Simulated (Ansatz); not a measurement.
## Two Ansatz runs on In

The structure comes from a relaxation in the same program, started in the diamond type. Whether it is a known phase or the ground state wasn't checked. The listed cell was then made from it by scaling, straining or moving an atom.

First run: DFT, PBE, all-electron PAW with datasets made for the crystal, scalar-relativistic (Ansatz 0.2.0).

Command: `ansatz run input.yaml --threads 1 --pin off --max-ram 2048MiB --backend cpu --events-out ev --progress --plain --runs-dir out` The run took 4.5 s on 1 thread of Arm Neoverse V1, with other jobs on the host.

```yaml
crystal:
  lattice:
    - [0.0, 3.296669589, 3.296669589]
    - [3.296669589, 0.0, 3.296669589]
    - [3.296669589, 3.296669589, 0.0]
  atoms:
    - { symbol: In, position: [0.0, 0.0, 0.0] }
    - { symbol: In, position: [0.25, 0.25, 0.25] }
kpoints:
  mp_grid: { grid: [9, 9, 9] }
scf:
  occupations: { method: fermi_dirac, width: 0.05 }
hamiltonian:
  xc: pbe
  pseudopotentials: { kind: all_electron, datasets: crystal }
output:
  forces: true
  stress: true
  eigenvalues: true
  efg: { contact_densities: true }
```

Result: converged; pressure 1.61 GPa; no gap on the k mesh; 9 SCF iterations.

No spin–orbit coupling, which matters for the heavy atoms here.

The input is then changed:

```diff
@@ -8,10 +8,11 @@
     - { symbol: In, position: [0.25, 0.25, 0.25] }
 kpoints:
-  mp_grid: { grid: [9, 9, 9] }
+  mp_grid: { grid: [3, 3, 3] }
 scf:
-  occupations: { method: fermi_dirac, width: 0.05 }
+  occupations: { method: tetrahedron_uncorrected }
 hamiltonian:
   xc: pbe
   pseudopotentials: { kind: all_electron, datasets: crystal }
+  dispersion: d3bjatm
 output:
   forces: true
```

Problem. What does the second run give?

Solution. It converged; pressure 1.54 GPa; no gap on the k mesh; 9 SCF iterations. Some of these settings are too coarse for converged properties.
